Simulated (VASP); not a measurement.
# BaS (distorted rocksalt): one PBEsol single-point calculation in two programs

```
CELL_PARAMETERS angstrom
-0.00160 3.28660 3.21810
3.06470 0.05000 3.16650
3.10350 3.27380 0.01120
ATOMIC_POSITIONS crystal
Ba 0.00530 0.98830 0.99520
S 0.50360 0.51160 0.49410
```

Each program uses its own PAW datasets. VASP's cell holds 16 valence electrons and Ansatz's 16. Ansatz's stress includes a Pulay correction; VASP's doesn't.

Cutoffs: 520 eV in VASP, 420 eV in Ansatz. k meshes: 6×6×6 and 6×6×6.

```
                                              VASP     Ansatz
gap between bands v and c on the k mesh    1.85 eV    1.96 eV
         least direct gap on the k mesh    1.98 eV    2.05 eV
                               pressure    0.7 GPa    0.0 GPa
                          largest force  0.27 eV/Å  0.25 eV/Å
```

Forces (eV/Å), VASP:

```tsv
atom	Fx	Fy	Fz
Ba	0.241	-0.005	0.128
S	-0.241	0.005	-0.128
```

Ansatz:

| atom | Fx | Fy | Fz |
| --- | --- | --- | --- |
| Ba | 0.219 | -0.005 | 0.117 |
| S | -0.219 | 0.005 | -0.117 |
